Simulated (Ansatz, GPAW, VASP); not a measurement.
## TePb: 3 runs at one level of theory

```
Pb Te
1.0
     0.00000    3.23100    3.23100
     3.23100    0.00000    3.23100
     3.23100    3.23100    0.00000
Pb Te
1 1
Direct
  0.00000 0.00000 0.00000
  0.50000 0.50000 0.50000
```

Alike in all runs: task single point; functional PBE; k mesh 7 × 7 × 7; occupations gaussian, width 0.022 eV; no spin polarisation; no spin-orbit coupling. Pressure is positive in compression and, in plane waves, holds the error of the finite cutoff.

```tsv
program and potentials	plane-wave cutoff (eV)	notes	pressure (GPa)
Ansatz, all-electron LAPW, scalar-relativistic	-	-	2.12
VASP, PBE PAW files Pb_d, Te, 520 eV	520	-	2.07
GPAW, GPAW PAW data sets (gpaw-data 1.2.1)	600	-	1.83
```

The pressure spans 1.83 (GPAW, GPAW PAW data sets (gpaw-data 1.2.1)) to 2.12 GPa (Ansatz, all-electron LAPW, scalar-relativistic), with all-electron results at 2.12.

Differences between rows come from potentials, basis sets and numerical settings, since the functional is the same but for its coding. Runs on potential files found faulty are left out.

All three calculations put rock-salt PbTe under compression at this geometry, so PBE favours a larger cell than the one supplied. The Pb–Te separation of 3.23100 Å is close to the experimental one, and the positive pressure therefore reflects the familiar tendency of PBE to underbind solids containing heavy elements. Its gradient correction favours the more inhomogeneous density of separated atoms, which weakens cohesion and lengthens bonds. In PbTe the bonding is polar and rests largely on half-filled p shells shared among six neighbours, while the Pb 6s pair contributes little net bonding. The lattice is consequently soft, and a moderate pressure corresponds to an appreciable change in volume.

The VASP value of 2.07 GPa nearly reproduces the all-electron 2.12 GPa, whereas GPAW gives a lower 1.83 GPa. This scatter is small beside the pressure itself, so the preference for expansion is secure within PBE. A single volume does not fix the equilibrium lattice constant, which would also require the compressibility.
